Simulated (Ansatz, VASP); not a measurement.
# KBr in VASP and in Ansatz

INCAR

```
  ALGO = Normal
  EDIFF = 1E-8
  ENCUT = 520
  ISIF = 2
  ISMEAR = -1
  LASPH = T
  LCHARG = F
  LEFG = T
  LREAL = F
  LWAVE = F
  NBANDS = 15
  NELM = 80
  PREC = Accurate
  SIGMA = 0.01
```

File KPOINTS:

```
k-points
0
Gamma
  6 6 6
```

POSCAR

```
KBr
1.0
    4.0434990000      0.0000000000      0.0000000000
    0.0000000000      4.0434990000      0.0000000000
    0.0000000000      0.0000000000      4.0434990000
K Br
1 1
Direct
    0.0000000000      0.0000000000      0.0000000000
    0.5000000000      0.5000000000      0.5000000000
```

Input for Ansatz:

```yaml
crystal:
  lattice:
    - [4.043499, 0.0, 0.0]
    - [0.0, 4.043499, 0.0]
    - [0.0, 0.0, 4.043499]
  atoms:
    - { symbol: K, position: [0.0, 0.0, 0.0] }
    - { symbol: Br, position: [0.5, 0.5, 0.5] }
kpoints:
  mp_grid: { grid: [6, 6, 6] }
  band_path:
    path:
      - [0.0, 0.0, 0.0]
      - [0.0, 0.5, 0.0]
      - [0.5, 0.5, 0.0]
      - [0.0, 0.0, 0.0]
      - [0.5, 0.5, 0.5]
      - [0.0, 0.5, 0.0]
      - [0.5, 0.5, 0.5]
      - [0.5, 0.5, 0.0]
    npoints: 8
scf:
  occupations: { method: fermi_dirac, width: 0.01 }
hamiltonian:
  xc: lda
  pseudopotentials: { kind: paw }
output:
  forces: true
  stress: true
  eigenvalues: true
  efg: { contact_densities: true }
  populations: true
  bader: true
  dos: { projected: true, de: 0.2, e_range: [-14, 8] }
```

Alike in both runs: task electric field gradients; functional LDA; k mesh 6 × 6 × 6; occupations fermi-dirac, width 0.01 eV; no spin polarisation.

|  | VASP | Ansatz |
| --- | --- | --- |
| version | VASP 6.6.1 | Ansatz 0.2.0 |
| potentials or method | VASP PAW LDA potentials, release 64 (K_sv, Br) | PAW with Ansatz's default frozen-core files, scalar-relativistic |
| plane-wave cutoff (eV) | 520 | 420 |
| valence electrons in the cell | 16 | 16 |

```csv
,VASP,Ansatz,Ansatz less VASP
gap on the k mesh at the Fermi level (eV),3.48,3.47,-0.009
pressure (GPa),-2.6,-2.6,-0.04
Vzz of the field gradient on the site that differs most (V/Å²),0.0,0.0,0.00
```

A k mesh can miss the band edges.
